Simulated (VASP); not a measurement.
# Ge (P4_32_12) in VASP: a series of runs, part 2 of 2

VASP 6.6.1. The steps go on from the part before.

### 3 Dielectric tensor, LDA

INCAR

```
PREC = Accurate
ENCUT = 600
EDIFF = 1E-8
ISMEAR = 0
SIGMA = 0.03
LREAL = False
LASPH = True
NELM = 80
ALGO = Normal
ISIF = 2
LWAVE = False
LCHARG = False
GGA = CA
LEPSILON = True
KPAR = 4
```

KPOINTS

```
regular mesh
0
Monkhorst-Pack
  6 6 4
```

POSCAR

```
Ge                                      
1.0
    5.8782184538      0.0000000000     -0.0000000000
   -0.0000000000      5.8782184538     -0.0000000000
   -0.0000000000     -0.0000000000      6.9189357408
  Ge            
    12
Direct
     0.0884155061704887    0.0884155061704887    0.0000000000000000
     0.4115844938295112    0.5884155061704887    0.7500000000000000
     0.9115844938295113    0.9115844938295113    0.5000000000000000
     0.5884155061704887    0.4115844938295112    0.2500000000000000
     0.1717062118158978    0.3701724629495504    0.2556253342054289
     0.1298275370504495    0.6717062118159048    0.0056253342054288
     0.8282937881840952    0.6298275370504496    0.7556253342054288
     0.8701724629495504    0.3282937881841023    0.5056253342054288
     0.6717062118159048    0.1298275370504495    0.9943746657945712
     0.6298275370504496    0.8282937881840952    0.2443746657945712
     0.3282937881841023    0.8701724629495504    0.4943746657945711
     0.3701724629495504    0.1717062118158978    0.7443746657945712
```

Potentials or basis: VASP PAW LDA potentials, release 64 (Ge_d).

Started as:

```sh
cat potpaw_LDA.64/Ge_d/POTCAR > POTCAR
mpirun -np 4 vasp_std > vasp.out
```

OUTCAR:

```text
PREC = Accurate
   ENCUT = 600
   EDIFF = 1E-8
   ISMEAR = 0
   LREAL = False
   LASPH = True
   NELM = 80
   ISIF = 2
   GGA = CA
   LEPSILON = True

 ion  position               nearest neighbor table
   1  0.088  0.088  0.000-   6 2.46   9 2.46   5 2.47  12 2.47
   2  0.412  0.588  0.750-   7 2.46  12 2.46  11 2.47   6 2.47
   3  0.912  0.912  0.500-   8 2.46  11 2.46  10 2.47   7 2.47
   4  0.588  0.412  0.250-  10 2.46   5 2.46   8 2.47   9 2.47
   5  0.172  0.370  0.256-   4 2.46   1 2.47   8 2.49   6 2.49
   6  0.130  0.672  0.006-   1 2.46   2 2.47   5 2.49   7 2.49
   7  0.828  0.630  0.756-   2 2.46   3 2.47   8 2.49   6 2.49
   8  0.870  0.328  0.506-   3 2.46   4 2.47   5 2.49   7 2.49
   9  0.672  0.130  0.994-   1 2.46   4 2.47  12 2.49  10 2.49
  10  0.630  0.828  0.244-   4 2.46   3 2.47  11 2.49   9 2.49
  11  0.328  0.870  0.494-   3 2.46   2 2.47  12 2.49  10 2.49
  12  0.370  0.172  0.744-   2 2.46   1 2.47  11 2.49   9 2.49

  LATTYP: Found a simple tetragonal cell.
 ALAT       =     5.8782184538
 C/A-ratio  =     1.1770463781

  Lattice vectors:

 A1 = (   5.8782184538,   0.0000000000,   0.0000000000)
 A2 = (   0.0000000000,   5.8782184538,   0.0000000000)
 A3 = (   0.0000000000,   0.0000000000,   6.9189357408)

Analysis of symmetry for initial positions (statically):
=====================================================================
 Subroutine PRICEL returns:
 Original cell was already a primitive cell.

 Routine SETGRP: Setting up the symmetry group for a
 simple tetragonal supercell.

 Subroutine GETGRP returns: Found  8 space group operations
 (whereof  2 operations were pure point group operations)
 out of a pool of 16 trial point group operations.

The static configuration has the point symmetry C_2 .
 The point group associated with its full space group is D_4 .

Analysis of symmetry for dynamics (positions and initial velocities):
=====================================================================
 Subroutine PRICEL returns:
 Original cell was already a primitive cell.

 Routine SETGRP: Setting up the symmetry group for a
 simple tetragonal supercell.

 Subroutine GETGRP returns: Found  8 space group operations
 (whereof  2 operations were pure point group operations)
 out of a pool of 16 trial point group operations.

The dynamic configuration has the point symmetry C_2 .
 The point group associated with its full space group is D_4 .

 Subroutine INISYM returns: Found  8 space group operations
 (whereof  2 operations are pure point group operations),
 and found     1 'primitive' translations

----------------------------------------------------------------------------------------

                                     Primitive cell

  volume of cell :     239.0731

  direct lattice vectors                    reciprocal lattice vectors
     5.878218454  0.000000000  0.000000000     0.170119571  0.000000000  0.000000000
     0.000000000  5.878218454  0.000000000     0.000000000  0.170119571  0.000000000
     0.000000000  0.000000000  6.918935741     0.000000000  0.000000000  0.144530899

  length of vectors
     5.878218454  5.878218454  6.918935741     0.170119571  0.170119571  0.144530899

  position of ions in fractional coordinates (direct lattice)
[... 1345 lines left out ...]
      2.41938      3.45883      5.18920         0.015505     -0.015505     -0.000000
      5.35849      5.35849      3.45947         0.015505      0.015505     -0.000000
      3.45883      2.41938      1.72973        -0.015505      0.015505     -0.000000
      1.00933      2.17595      1.76866         0.012955      0.001300      0.015531
      0.76315      3.94844      0.03892        -0.001300      0.012955      0.015531
      4.86889      3.70226      5.22812        -0.012955     -0.001300      0.015531
      5.11506      1.92978      3.49839         0.001300     -0.012955      0.015531
      3.94844      0.76315      6.88001         0.012955     -0.001300     -0.015531
      3.70226      4.86889      1.69081        -0.001300     -0.012955     -0.015531
      1.92978      5.11506      3.42055        -0.012955      0.001300     -0.015531
      2.17595      1.00933      5.15028         0.001300      0.012955     -0.015531
 -----------------------------------------------------------------------------------
    total drift:                               -0.000000      0.000000      0.000000

  FREE ENERGIE OF THE ION-ELECTRON SYSTEM (eV)
  ---------------------------------------------------
  free  energy   TOTEN  =       -60.9650609069 eV

  energy  without entropy=      -60.9650609069  energy(sigma->0) =      -60.96506091

 HEAD OF MICROSCOPIC STATIC DIELECTRIC TENSOR (INDEPENDENT PARTICLE, excluding Hartree and local field effects)
 ------------------------------------------------------
          40.866579     0.000000    -0.000000
           0.000000    40.866579     0.000000
           0.000000     0.000000    30.811984
 ------------------------------------------------------

 Free energy of the ion-electron system (eV)
  ---------------------------------------------------
  ---------------------------------------------------
  free energy    TOTEN  =       -26.43510354 eV

  energy without entropy =      -26.43510354

------------------------ aborting loop because EDIFF is reached ----------------------------------------

--------------------------------------- Ionic step        2  -------------------------------------------

------------------------ aborting loop because EDIFF is reached ----------------------------------------

--------------------------------------- Ionic step        3  -------------------------------------------

 Free energy of the ion-electron system (eV)
  ---------------------------------------------------
  ---------------------------------------------------
  free energy    TOTEN  =       -18.95488933 eV

  energy without entropy =      -18.95488933

------------------------ aborting loop because EDIFF is reached ----------------------------------------

 PIEZOELECTRIC TENSOR FIELD DIRECTION 3  (e Angst)
 -----------------------------------------------------------------------------
     0.04557  0.00055 -0.00000           ( -0.00002  0.00000 -0.00000)
    -0.00055  0.04557 -0.00000           (  0.00000 -0.00002 -0.00000)
    -0.00000 -0.00000 -0.09121           ( -0.00000 -0.00000  0.00002)

 PIEZOELECTRIC TENSOR FIELD DIRECTION 3  (C/m^2)
 -----------------------------------------------------------------------------
     0.00305  0.00004 -0.00000
    -0.00004  0.00305 -0.00000
    -0.00000 -0.00000 -0.00611

 MACROSCOPIC STATIC DIELECTRIC TENSOR (including local field effects in DFT)
 ------------------------------------------------------
          39.599405     0.000000     0.000000
           0.000000    39.599405     0.000000
          -0.000000     0.000000    28.626407
 ------------------------------------------------------

 PIEZOELECTRIC TENSOR (including local field effects)  for field in x, y, z        (e  Angst)
          XX          YY          ZZ          XY          YZ          ZX
  --------------------------------------------------------------------------------
  x     0.00000     0.00000     0.00000     0.00000    -3.23462     0.00000
  y     0.00000     0.00000    -0.00000     0.00000     0.00000     3.23455
  z    -0.00000    -0.00000     0.00000    -0.00055     0.00000     0.00000

 PIEZOELECTRIC TENSOR (including local field effects)  for field in x, y, z        (C/m^2)
          XX          YY          ZZ          XY          YZ          ZX
  --------------------------------------------------------------------------------
  x     0.00000     0.00000     0.00000     0.00000    -0.21677     0.00000
  y     0.00000     0.00000    -0.00000     0.00000     0.00000     0.21677
  z    -0.00000    -0.00000     0.00000    -0.00004     0.00000     0.00000

 BORN EFFECTIVE CHARGES (including local field effects) (in |e|, cummulative output)
 ---------------------------------------------------------------------------------
 ion    1
    1     0.74611    -0.03814    -0.30463
    2    -0.03814     0.74611     0.30463
    3    -0.25979     0.25979    -0.85605
 ion    2
    1     0.74611     0.03814    -0.30463
    2     0.03814     0.74611    -0.30463
    3    -0.25979    -0.25979    -0.85605
 ion    3
    1     0.74611    -0.03814     0.30463
    2    -0.03814     0.74611    -0.30463
    3     0.25979    -0.25979    -0.85605
 ion    4
    1     0.74611     0.03814     0.30463
    2     0.03814     0.74611     0.30463
    3     0.25979     0.25979    -0.85605
 ion    5
[... 16 lines left out ...]
    1    -0.66209    -0.03984    -0.20693
    2    -0.28826    -0.08402    -0.36885
    3    -0.38770    -0.49810     0.42803
 ion   10
    1    -0.08402     0.28826    -0.36885
    2     0.03984    -0.66209     0.20693
    3    -0.49810     0.38770     0.42803
 ion   11
    1    -0.66209    -0.03984     0.20693
    2    -0.28826    -0.08402     0.36885
    3     0.38770     0.49810     0.42803
 ion   12
    1    -0.08402     0.28826     0.36885
    2     0.03984    -0.66209    -0.20693
    3     0.49810    -0.38770     0.42803
```

Wall time 39 min (4 MPI ranks of Intel Xeon Platinum 8488C (Sapphire Rapids), shared host); peak memory 1.9 GiB.

Results:

```yaml
Electronic_dielectric_tensor_diagonal: 39.60, 39.60, 28.63
Born_charges_mean_of_the_diagonal: Ge +0.21, -0.11 e
```

Levels at points of the mesh, in eV from the valence-band top:
| k point | band 82 | band 83 | band 84 | band 85 | band 86 | band 87 |
| --- | --- | --- | --- | --- | --- | --- |
| (0.08, 0.08, 0.12) | -0.96 | -0.87 | -0.42 | 1.81 | 1.96 | 2.31 |

Electronic dielectric tensor:
```
39.60  0.00  0.00
 0.00 39.60  0.00
 0.00  0.00 28.63
```

Born effective charge tensors (e):
atom 1, Ge
```
 0.75 -0.04 -0.30
-0.04  0.75  0.30
-0.26  0.26 -0.86
```
atom 2, Ge
```
 0.75  0.04 -0.30
 0.04  0.75 -0.30
-0.26 -0.26 -0.86
```
atom 3, Ge
```
 0.75 -0.04  0.30
-0.04  0.75 -0.30
 0.26 -0.26 -0.86
```
atom 4, Ge
```
 0.75  0.04  0.30
 0.04  0.75  0.30
 0.26  0.26 -0.86
```
atom 5, Ge
```
-0.66  0.04  0.21
 0.29 -0.08 -0.37
 0.39 -0.50  0.43
```
atom 6, Ge
```
-0.08 -0.29  0.37
-0.04 -0.66  0.21
 0.50  0.39  0.43
```
atom 7, Ge
```
-0.66  0.04 -0.21
 0.29 -0.08  0.37
-0.39  0.50  0.43
```
atom 8, Ge
```
-0.08 -0.29 -0.37
-0.04 -0.66 -0.21
-0.50 -0.39  0.43
```
atom 9, Ge
```
-0.66 -0.04 -0.21
-0.29 -0.08 -0.37
-0.39 -0.50  0.43
```
atom 10, Ge
```
-0.08  0.29 -0.37
 0.04 -0.66  0.21
-0.50  0.39  0.43
```
atom 11, Ge
```
-0.66 -0.04  0.21
-0.29 -0.08  0.37
 0.39  0.50  0.43
```
atom 12, Ge
```
-0.08  0.29  0.37
 0.04 -0.66 -0.21
 0.50 -0.39  0.43
```
